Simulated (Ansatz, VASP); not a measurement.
## Hf2Si in VASP and in Ansatz

The input INCAR:

```
  PREC = Accurate
  ENCUT = 520
  EDIFF = 1E-6
  ISMEAR = 0
  SIGMA = 0.2
  LREAL = F
  LASPH = T
  NELM = 80
  ALGO = Fast
  ISIF = 2
  LWAVE = F
  LCHARG = T
  GGA = PS
  LELF = T
  LVHAR = T
  NBANDS = 33
```

The input KPOINTS:

```
regular mesh
0
Gamma
  5 5 5
```

Contents of POSCAR:

```
Hf2Si
1.0
   -3.2753522240      3.2753522240      2.5828233930
    3.2753522240     -3.2753522240      2.5828233930
    3.2753522240      3.2753522240     -2.5828233930
Hf Si
4 2
Direct
    0.8435136200      0.6564863800      0.5000000000
    0.3435136200      0.8435136200      0.1870272400
    0.1564863800      0.3435136200      0.5000000000
    0.6564863800      0.1564863800      0.8129727600
    0.7500000000      0.7500000000      0.0000000000
    0.2500000000      0.2500000000      0.0000000000
```

Input for Ansatz:

```yaml
crystal:
  lattice:
    - [-3.275352224, 3.275352224, 2.582823393]
    - [3.275352224, -3.275352224, 2.582823393]
    - [3.275352224, 3.275352224, -2.582823393]
  atoms:
    - { symbol: Hf, position: [0.84351362, 0.65648638, 0.5] }
    - { symbol: Hf, position: [0.34351362, 0.84351362, 0.18702724] }
    - { symbol: Hf, position: [0.15648638, 0.34351362, 0.5] }
    - { symbol: Hf, position: [0.65648638, 0.15648638, 0.81297276] }
    - { symbol: Si, position: [0.75, 0.75, 0.0] }
    - { symbol: Si, position: [0.25, 0.25, 0.0] }
basis:
  ecutwfc: 420
kpoints:
  mp_grid: { grid: [5, 5, 5] }
hamiltonian:
  xc: pbesol
scf:
  occupations: { method: gaussian, width: 0.2 }
output:
  forces: true
  stress: true
  eigenvalues: true
```

Alike in both runs: task single point; functional PBEsol; k mesh 5 × 5 × 5; occupations gaussian, width 0.2 eV; no spin polarisation.

|  | VASP | Ansatz |
| --- | --- | --- |
| version | VASP 6.6.1 | Ansatz 0.2.0 |
| potentials or method | VASP PAW PBE potentials, release 64 (Hf_pv, Si) | scalar-relativistic, plane waves, PAW |
| plane-wave cutoff (eV) | 520 | 420 |
| valence electrons in the cell | 48 | 112 |

VASP gave:

| Item | Value |
| --- | --- |
| gap on the k mesh at the Fermi level (eV) | none |
| pressure (GPa) | -2.6 |
| largest component of the traceless stress (GPa) | 0.18 |
| rms of the force components (eV/Å) | 0.014 |

Question: Which values does Ansatz return?

Answer: gap on the k mesh at the Fermi level (eV): none; pressure (GPa): -2.4; largest component of the traceless stress (GPa): 0.16; rms of the force components (eV/Å): 0.018.

Atom by atom the forces differ by 0.005 eV/Å (rms over components). A gap of «none» marks a metal or a gap that the smearing closes. With one functional, cell and mesh, what is left measures potentials, basis and numerics. The two sets of potentials don't hold the same shells in valence.

Caveats: the PAW data sets were made with another functional, which shifts forces and pressure a little (VASP). Spin-orbit coupling is left out, which matters for the levels of Hf.
